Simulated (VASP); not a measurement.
# Mg (P6/mmm) in VASP: further runs

Runs on Mg. Level: r2SCAN. Tasks: single point.

Program: VASP 6.6.1. These are calculated values, not measurements. Logs are shortened: lines on timing, memory, paths and dates and some standing lists are left out, and cuts for length are marked.

**1. The crystal as given**

It takes space group P6/mmm (No. 191, hexagonal). The conventional cell has a = 3.050 Å, b = 3.050 Å, c = 3.045 Å, α = 90.00°, β = 90.00°, γ = 120.00°. Around Mg (site symmetry 6/mmm) lie 8 Mg at 3.04 to 3.05 Å.

This isn't the form of Mg at room conditions, which is hcp.

**2. Single point, r2SCAN**

INCAR

```
ADDGRID = False
ALGO = Normal
EDIFF = 1E-4
ENCUT = 500
ISIF = 2
ISMEAR = 1
LASPH = True
LCHARG = False
LMIXTAU = True
LREAL = False
LWAVE = False
METAGGA = R2SCAN
NELM = 100
PREC = Accurate
SIGMA = 0.2
```

KPOINTS

```
k-points
0
Gamma
  15 15 13
```

POSCAR

```
Mg
1.0
    3.0502998005      0.0000000000      0.0000000000
   -1.5251499003      2.6416371164      0.0000000000
    0.0000000000      0.0000000000      3.0448375700
Mg
1
Direct
    0.0000000000      0.0000000000      0.0000000000
```

Potentials or basis: VASP PAW PBE potentials, release 64 (Mg).

Started as:

```console
> cat potpaw_PBE.64/Mg/POTCAR > POTCAR
> mpirun -np 1 vasp_std > vasp.out
```

OUTCAR:

```text
EDIFF = 1E-4
   ENCUT = 500
   ISIF = 2
   ISMEAR = 1
   LASPH = True
   LREAL = False
   METAGGA = R2SCAN
   NELM = 100
   PREC = Accurate

 Found    189 irreducible k-points:

 Following reciprocal coordinates:
            Coordinates               Weight
  0.000000  0.000000  0.000000      1.000000
  0.066667  0.000000  0.000000      6.000000
  0.133333  0.000000  0.000000      6.000000
  0.200000  0.000000  0.000000      6.000000
  0.266667  0.000000  0.000000      6.000000
  0.333333  0.000000  0.000000      6.000000
   k-points           NKPTS =    189   k-points in BZ     NKDIM =    189   number of bands    NBANDS=      5
   number of dos      NEDOS =    301   number of ions     NIONS =      1
   total plane-waves  NPLWV =  13824
   dimension x,y,z NGX =    24 NGY =   24 NGZ =   24
   dimension x,y,z NGXF=    48 NGYF=   48 NGZF=   48
   ions per type =               1
   NGX,Y,Z   is equivalent  to a cutoff of  13.08, 13.08, 13.10 a.u.
   NGXF,Y,Z  is equivalent  to a cutoff of  26.16, 26.16, 26.21 a.u.
 SYSTEM =  unknown system
   PREC   = accura    normal or accurate (medium, high low for compatibility)
   ISTART =      0    job   : 0-new  1-cont  2-samecut
   ICHARG =      2    charge: 1-file 2-atom 10-const
   ISPIN  =      1    spin polarized calculation?
   LNONCOLLINEAR =      F non collinear calculations
   LSORBIT =      F    spin-orbit coupling
   LASPH  =      T    aspherical Exc in radial PAW
   ENCUT  =  500.0 eV  36.75 Ry    6.06 a.u.   5.56  5.56  5.55*2*pi/ulx,y,z
   NELM   =    100;   NELMIN=  2; NELMDL= -5     # of ELM steps
   EDIFF  = 0.1E-03   stopping-criterion for ELM
   LREAL  =      F    real-space projection
   EDIFFG = 0.1E-02   stopping-criterion for IOM
   NSW    =      0    number of steps for IOM
   IBRION =     -1    ionic relax: 0-MD 1-quasi-New 2-CG
   NFREE  =      0    steps in history (QN), initial steepest desc. (CG)
   ISIF   =      2    stress and relaxation
   ISYM   =      2    0-nonsym 1-usesym 2-fastsym
   POTIM  = 0.5000    time-step for ionic-motion
   TEBEG  =    0.0;   TEEND  =   0.0 temperature during run
   PSTRESS=    0.0 pullay stress
   NELECT =       2.0000    total number of electrons
   NUPDOWN=      -1.0000    fix difference up-down
   EMIN   =  10.00;   EMAX   =-10.00  energy-range for DOS
   EFERMI =   0.00;   METHOD = LEGACY
   ISMEAR =     1;   SIGMA  =   0.20  broadening in eV -4-tet -1-fermi 0-gaus
   EFERMI_NEDOS =   21; number of points for ismear=-14 and -15
   IALGO  =     38    algorithm
   IMIX   =      4    mixing-type and parameters
     AMIX     =   0.40;   BMIX     =  1.00
     AMIX_MAG =   1.60;   BMIX_MAG =  1.00
  volume/ion in A,a.u.               =      24.53       165.57
  Fermi-wavevector in a.u.,A,eV,Ry     =   0.709836  1.341396  6.855535  0.503868
  Thomas-Fermi vector in A             =   1.796524
   LORBIT       =      0    0 simple, 1 ext, 2 COOP (PROOUT), +10 PAW based schemes
   METAGGA = R2SCAN    functional components
   LHFCALC =     F    Hartree Fock is set to
   AEXX    =    0.0000 exact exchange contribution
   IVDW    =     0    specifies the selected vdW correction
   LEPSILON=     F    determine dielectric tensor
   LRPA    =     F    only Hartree local field effects (RPA)
 non-spin polarized calculation
 Methfessel and Paxton  Order N= 1 SIGMA  =   0.20
  energy-cutoff  :      500.00
  volume of cell :       24.53
 maximum number of plane-waves:       641
 NGX is ok and might be reduce to    24

 number of electron       2.0000000 magnetization

 Free energy of the ion-electron system (eV)
  ---------------------------------------------------
  ext. energy  EPLUGINS =         0.00000000
  ---------------------------------------------------
  free energy    TOTEN  =        -3.87135866 eV

  energy without entropy =       -3.87188461  energy(sigma->0) =       -3.87153398

 E-fermi :   2.3011     XC(G=0):  -8.8304

 val. band max:        2.2869303210   @ k =   0.4000   0.0000   0.4615
 cond. band min:       2.3392611166   @ k =   0.4000   0.1333   0.1538
 fundamental gap:      0.0523307957
 Fermi energy:         2.3010751680

 k-point     1 :       0.0000    0.0000    0.0000
  band No.  band energies     occupation
      1      -4.8347      2.00000
      2      10.8329      0.00000
      3      11.7532      0.00000
      4      15.7240      0.00000
      5      15.7240      0.00000

 k-point     2 :       0.0667    0.0000    0.0000
  band No.  band energies     occupation
      1      -4.7318      2.00000
      2      10.8219      0.00000
      3      11.8388      0.00000
      4      14.1081      0.00000
      5      15.0344      0.00000

 k-point     3 :       0.1333    0.0000    0.0000
  band No.  band energies     occupation
      1      -4.4237      2.00000
      2      10.5367      0.00000
      3      12.0958      0.00000
      4      12.1747      0.00000
      5      14.0877      0.00000

 k-point     4 :       0.2000    0.0000    0.0000
  band No.  band energies     occupation
      1      -3.9123      2.00000
      2       9.0079      0.00000
      3      11.5479      0.00000
      4      12.5244      0.00000
      5      13.2626      0.00000

 k-point     5 :       0.2667    0.0000    0.0000
  band No.  band energies     occupation
      1      -3.2010      2.00000
      2       6.9971      0.00000
      3      11.4603      0.00000
      4      12.5952      0.00000
      5      13.1248      0.00000

 k-point     6 :       0.3333    0.0000    0.0000
  band No.  band energies     occupation
      1      -2.2945      2.00000
      2       5.0538     -0.00000
      3      11.3603      0.00000
      4      12.0928      0.00000
      5      13.8952      0.00000

 [... further k-points ...]
[... 5 lines left out ...]
  --------------------------------------------------------------------------------------
  -------------------------------------------------------------------------------------
  Total        0.0821447      0.0821447     -0.0887577     -0.0000000     -0.0000000      0.0000000
  in kB        5.3642683      5.3642683     -5.7961150     -0.0000000     -0.0000000      0.0000000
  external PRESSURE =       1.6441406 kB  Pullay stress =       0.0000000 kB

 VOLUME and BASIS-vectors are now :
 -----------------------------------------------------------------------------
  energy-cutoff  :      500.00
  volume of cell :       24.53
      direct lattice vectors                 reciprocal lattice vectors
     3.050299800  0.000000000  0.000000000     0.327836628  0.189276565  0.000000000
    -1.525149900  2.641637116  0.000000000     0.000000000  0.378553130  0.000000000
     0.000000000  0.000000000  3.044837570     0.000000000  0.000000000  0.328424744

 POSITION                                       TOTAL-FORCE (eV/Angst)
 -----------------------------------------------------------------------------------
      0.00000      0.00000      0.00000         0.000000      0.000000      0.000000
 -----------------------------------------------------------------------------------
    total drift:                               -0.000000     -0.000000      0.000000

  FREE ENERGIE OF THE ION-ELECTRON SYSTEM (eV)
  ---------------------------------------------------
  free  energy   TOTEN  =        -3.8713586612 eV

  energy  without entropy=       -3.8718846093  energy(sigma->0) =       -3.87153398
```

It took 20 s on 1 thread of Intel Xeon 6975P-C (Granite Rapids), shared host; peak memory 0.15 GiB.

The run converged, but some of its settings lie outside the range that counts as converged, so its numbers aren't taken as properties of the crystal.

What came out:

```yaml
Free_energy: -3.8714 eV
Pressure: 0.2 GPa
Band_gap_on_the_k_mesh: none (metal or under the smearing width)
```

Caveat: the PAW data sets were made with another functional, which shifts forces and pressure a little.

**3. Single point, r2SCAN**

This run uses another cell than the first one, of the same volume but with other edges.

INCAR is that of step 2.

KPOINTS is that of step 2.

POSCAR

```
Mg
1.0
    3.1430880000     -0.0084060000     -0.0278050000
   -1.5788240000      2.6046760000      0.0276970000
   -0.0277550000      0.0158990000      3.0020770000
Mg
1
Direct
   -0.0144770000      0.0117080000      0.0082640000
```

Potentials or basis: VASP PAW PBE potentials, release 64 (Mg).

Started as:

```console
> cat potpaw_PBE.64/Mg/POTCAR > POTCAR
> mpirun -np 1 vasp_std > vasp.out
```

It took 2.3 min on 1 thread of Intel Xeon 6975P-C (Granite Rapids), shared host; peak memory 0.32 GiB.

The run converged, but some of its settings lie outside the range that counts as converged, so its numbers aren't taken as properties of the crystal.

Results:

* Free energy: -3.8642 eV
* Pressure: -0.4 GPa
* Band gap on the k mesh: none (metal or under the smearing width)

Caveat: the PAW data sets were made with another functional, which shifts forces and pressure a little.
